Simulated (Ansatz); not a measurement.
## HfO2: where the heat goes in a short trajectory

The calculation used DFT PBE, scalar-relativistic, plane waves, PAW in Ansatz. The runs took a 420 eV cutoff, a shifted (0.5, 0.5, 0.5 steps) 2×2×2 mesh and Fermi–Dirac smearing (0.052 eV). The mesh is coarse. Spin–orbit coupling is left out, which can shift energies with elements as heavy as these. No spin polarisation.

24 atoms start on the lattice sites below (V = 267.6 Å³, 1.01 times the source cell's; static pressure -2.41 GPa, largest force component 0.00 eV/Å) with velocities drawn for 600 K; Langevin thermostat aiming at the same temperature, fixed cell, 93 steps of 2 fs.

```
Hf O
1.0
    -5.11455    5.11455    0.00000
    -5.11455    0.00000    5.11455
     0.00000    5.11455    5.11455
Hf O
8 16
Direct
  0.00000 0.00000 0.50000
  0.50000 0.00000 0.50000
  0.00000 0.50000 0.50000
  0.00000 0.00000 0.00000
  0.50000 0.50000 0.50000
  0.50000 0.00000 0.00000
  0.00000 0.50000 0.00000
  0.50000 0.50000 0.00000
  0.87500 0.87500 0.37500
  0.37500 0.87500 0.37500
  0.87500 0.37500 0.37500
  0.87500 0.87500 0.87500
  0.37500 0.37500 0.37500
  0.37500 0.87500 0.87500
  0.87500 0.37500 0.87500
  0.37500 0.37500 0.87500
  0.62500 0.62500 0.12500
  0.12500 0.62500 0.12500
  0.62500 0.12500 0.12500
  0.62500 0.62500 0.62500
  0.12500 0.12500 0.12500
  0.12500 0.62500 0.62500
  0.62500 0.12500 0.62500
  0.12500 0.12500 0.62500
```

```csv
t (fs),T (K),kinetic energy (meV/atom),potential energy over the first frame (meV/atom),P with the kinetic part (GPa)
0.0,575,74.3,0.0,-1.69
12.0,402,51.9,35.2,-0.06
24.0,456,58.9,49.3,1.13
36.0,547,70.7,46.3,1.45
48.0,606,78.4,43.4,3.16
60.0,571,73.9,46.6,5.07
72.0,559,72.3,34.8,5.35
84.0,410,53.0,44.4,5.61
96.0,598,77.3,36.4,5.83
108.0,539,69.7,38.2,5.67
120.0,511,66.0,57.5,6.70
132.0,628,81.1,46.4,5.87
144.0,608,78.6,37.7,4.79
156.0,490,63.3,37.2,5.12
168.0,464,60.0,33.2,6.01
180.0,558,72.1,17.2,6.03
```

T counts 3N degrees of freedom. Means over every step of the second half, not only the rows shown: T = 561 K, kinetic energy 72.5 meV/atom, potential energy 37.5 meV/atom, P = 5.75 GPa.

Problem. Does the potential energy follow equipartition for harmonic vibrations?

Solution. In a harmonic crystal each vibration holds as much potential as kinetic energy on average; T is counted on all 3N degrees of freedom here, and the thermostat also drives the centre of mass, which has no potential energy, so the share is (N − 1)/N of the kinetic energy, 69.5 meV/atom. The run has 37.5, a ratio of 0.54. The deficit can mean that slow modes haven't yet taken up their share, that the thermostat is still feeding kinetic energy, or that the atoms found a lower arrangement than the start. So short a run gives a rough mean.

Problem. Split the rise of pressure into the kinetic part and the rest. Can a thermal Grüneisen parameter be estimated?

Solution. The program counts the kinetic part as N k_B T/V = 0.69 GPa. The pressure lies 8.16 GPa over the static one in all, so the forces add 7.46 GPa. The potential energy lies far under its harmonic share, so slow or unstable modes may dominate and no γ is drawn.

Cost: 1 run of about 41 core-minutes (earlier runs that led there not counted), on Arm Neoverse V1 (shared hosts).